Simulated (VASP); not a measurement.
ZrC: relaxation of cell and atoms with PBEsol

The system is ZrC.

```xyz
2
Lattice="0.0000 2.3354 2.3354 2.3354 0.0000 2.3354 2.3354 2.3354 0.0000" Properties=species:S:1:pos:R:3 pbc="T T T"
Zr    2.3354    2.3354    2.3354
C     4.6709    4.6709    4.6709
```

```yaml
Program: VASP 6.6.1
Task: relaxation of cell and atoms
Functional: PBEsol
Potentials_or_basis: VASP PAW PBE potentials, release 64 (Zr_sv, C)
Cutoff: 600 eV
k_mesh: 14 × 14 × 14
Occupations: methfessel-paxton, width 0.1 eV
Spin: no spin polarisation
Further_INCAR_settings: ALGO = Normal; EDIFF = 1e-07; IBRION = 2; EDIFFG = -0.005; NSW = 90; ISIF = 3
```

```json
{"Pressure after relaxing": "0.0 GPa", "Band gap on the k mesh": "none (metal or under the smearing width)"}
```

Final structure:
```yaml
crystal:
  lattice:
    - [0.00000, 2.33543, 2.33543]
    - [2.33543, 0.00000, 2.33543]
    - [2.33543, 2.33543, 0.00000]
  atoms:
    - { symbol: Zr, position: [0.50000, 0.50000, 0.50000] }
    - { symbol: C, position: [0.00000, 0.00000, 0.00000] }
```

Levels at points of the mesh, in eV from the Fermi level:
```
           k point  band 5  band 6  band 7  band 8  band 9  band 10  band 11  band 12
(0.00, 0.00, 0.00)  -11.37    0.94    0.94    0.94    1.04     1.04     1.04     2.84
(0.50, 0.00, 0.00)   -8.15   -5.43   -3.03   -3.03    4.58     4.58     5.43     6.54
(0.50, 0.50, 0.00)  -10.20   -2.05   -1.90    0.07    0.07     4.54     5.79     5.79
```

Run time: 22 s on 1 thread of Intel(R) Xeon(R) 6975P-C (Granite Rapids), on a shared host, peak memory 0.18 GiB.

Caveat: the relaxation stopped at its first step, so nothing moved; the PAW data sets were made with another functional, which shifts forces and pressure a little.
